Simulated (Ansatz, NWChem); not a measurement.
# Redistribution: C3H8O + HOCN → C2H6O2 + C2H3N

Gas-phase species: C3H8O (1-propanol) `CCCO`, singlet; HOCN (cyanic acid) `N#CO`, singlet; C2H6O2 (ethylene glycol) `OCCO`, singlet; C2H3N (acetonitrile) `CC#N`, singlet. The partners trade CH3 for OH; both sit on C, so the bond types are kept.

Shapes, held fixed at every level: PBE0-D4/def2-TZVP. Flexible molecules stand in one conformer, not always the lowest. Programs: Ansatz 0.2.0, NWChem 7.3.0. A level may come from different programs for different species; with the same settings they agree closely. The zero-point and thermal change to 298 K, harmonic and unscaled (PBE0-D4/def2-TZVP), is +1.2 kJ/mol.

**What was measured.** Tabulated heats of formation (Active Thermochemical Tables, CRC Handbook of Chemistry and Physics): C3H8O -255.1 (CRC); HOCN -14.9 (ATcT); C2H6O2 -389.4 (ATcT); C2H3N +74.0 (CRC) kJ/mol, which give ΔH(298 K) = -45.5 kJ/mol.

```json
{"level": "HF/STO-3G", "kind": "Hartree–Fock", "ΔH (kJ/mol)": "-23.7", "computed − measured": "+21.8"}
{"level": "HF/3-21G", "kind": "Hartree–Fock", "ΔH (kJ/mol)": "-64.5", "computed − measured": "-19.0"}
{"level": "HF/def2-SVP", "kind": "Hartree–Fock", "ΔH (kJ/mol)": "-47.4", "computed − measured": "-2.0"}
{"level": "B3LYP/6-31G* (spherical functions)", "kind": "global hybrid", "ΔH (kJ/mol)": "-42.9", "computed − measured": "+2.5"}
{"level": "PBE0/def2-SVP", "kind": "global hybrid", "ΔH (kJ/mol)": "-32.5", "computed − measured": "+13.0"}
```

Nearest: HF/def2-SVP (-2.0); farthest: HF/STO-3G (+21.8). 2 of 5 levels lie within 10 kJ/mol.
